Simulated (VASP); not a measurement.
ZrO2: relaxation of cell and atoms with RPBE

The system is ZrO2.

```xyz
3
Lattice="0.0000 2.5451 2.5451 2.5451 0.0000 2.5451 2.5451 2.5451 0.0000" Properties=species:S:1:pos:R:3 pbc="T T T"
Zr    0.0000    0.0000    0.0000
O     1.2725    1.2725    1.2725
O     3.8176    3.8176    3.8176
```

Measurements of this composition are mostly on another form, of space group No. 14.

```json
{
  "Program": "VASP 6.6.1",
  "Task": "relaxation of cell and atoms",
  "Functional": "RPBE",
  "Potentials or basis": "VASP PAW PBE potentials, release 64 (Zr_sv, O)",
  "Cutoff": "600 eV",
  "k mesh": "8 × 8 × 8",
  "Occupations": "gaussian, width 0.02 eV",
  "Spin": "no spin polarisation",
  "Further INCAR settings": "ALGO = Normal; EDIFF = 1e-07; IBRION = 2; EDIFFG = -0.005; NSW = 90; ISIF = 3"
}
```

```json
{"Relaxed volume": "11.38 Å³/atom", "Relaxed cell": "a = 3.641 Å, b = 3.641 Å, c = 3.641 Å, α = 60.00°, β = 60.00°, γ = 60.00°", "Space group after relaxing (to 0.05 Å)": "Fm-3m (No. 225)", "Energy gained by relaxing": "9.9 meV/atom", "Ionic steps": "7", "Pressure after relaxing": "0.1 GPa", "Band gap on the k mesh": "3.30 eV, indirect (least direct gap 3.75 eV)"}
```

The path:
```tsv
step	energy change (eV)	largest force (eV/Å)	pressure (GPa)	volume (Å³)
1	0.0000	0.0000	8.37	32.97
2	0.0205	0.0000	-9.41	35.79
3	-0.0297	0.0000	-0.08	34.16
4	-0.0297	0.0000	0.07	34.13
5	-0.0297	0.0000	0.08	34.13
6	-0.0297	0.0000	0.08	34.14
7	-0.0297	0.0000	0.07	34.14
```

Final structure:
```
Zr O
1.0
     0.00000    2.57468    2.57468
     2.57468    0.00000    2.57468
     2.57468    2.57468    0.00000
Zr O
1 2
Direct
  0.00000 0.00000 0.00000
  0.25000 0.25000 0.25000
  0.75000 0.75000 0.75000
```

Levels at points of the mesh, in eV from the valence-band top:
| k point | band 9 | band 10 | band 11 | band 12 | band 13 | band 14 | band 15 | band 16 |
| --- | --- | --- | --- | --- | --- | --- | --- | --- |
| (0.00, 0.00, 0.00) | -5.02 | -0.51 | -0.51 | -0.51 | 3.30 | 3.30 | 6.51 | 8.93 |
| (0.50, 0.00, 0.00) | -2.44 | -2.42 | -1.61 | -1.61 | 3.90 | 3.90 | 5.75 | 8.09 |
| (0.50, 0.50, 0.00) | -3.07 | -1.46 | -1.46 | 0.00 | 3.75 | 4.58 | 5.51 | 6.97 |

It took 45 s on 1 thread of Intel(R) Xeon(R) 6975P-C (Granite Rapids) (shared host), peak memory 0.18 GiB.

Caveat: the PAW data sets were made with another functional, which shifts forces and pressure a little. A k mesh can miss the band edges.
